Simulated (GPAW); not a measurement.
Li2Se:

```
Se Li
1.0
     0.00000    3.00250    3.00250
     3.00250    0.00000    3.00250
     3.00250    3.00250    0.00000
Se Li
1 2
Direct
  0.00000 0.00000 0.00000
  0.75000 0.75000 0.75000
  0.25000 0.25000 0.25000
```

Base run:

* Program: GPAW 26.7.0
* Functional: r2SCAN
* Potentials or basis: GPAW PAW data sets (gpaw-data 1.2.1)
* Cutoff: 800 eV
* Basis: pw
* k mesh: 8 × 8 × 8
* Occupations: fermi-dirac, width 0.05 eV
* Spin: no spin polarisation

Its results: band gap on the k mesh 3.48 eV, indirect (least direct gap 4.04 eV); pressure 0.1 GPa.

Question: The run is repeated on the same cell with these changes: functional from r2SCAN to PBE. What comes out?

Answer: Band gap on the k mesh 2.97 eV, indirect (least direct gap 3.38 eV); pressure 0.4 GPa.

r2SCAN gives the wider gap, since meta-GGAs in the generalised Kohn-Sham scheme recover part of the derivative discontinuity.

Caveats: the PAW data sets were made with another functional, which shifts forces and pressure a little (some runs).

Not every run made on this cell is shown here.
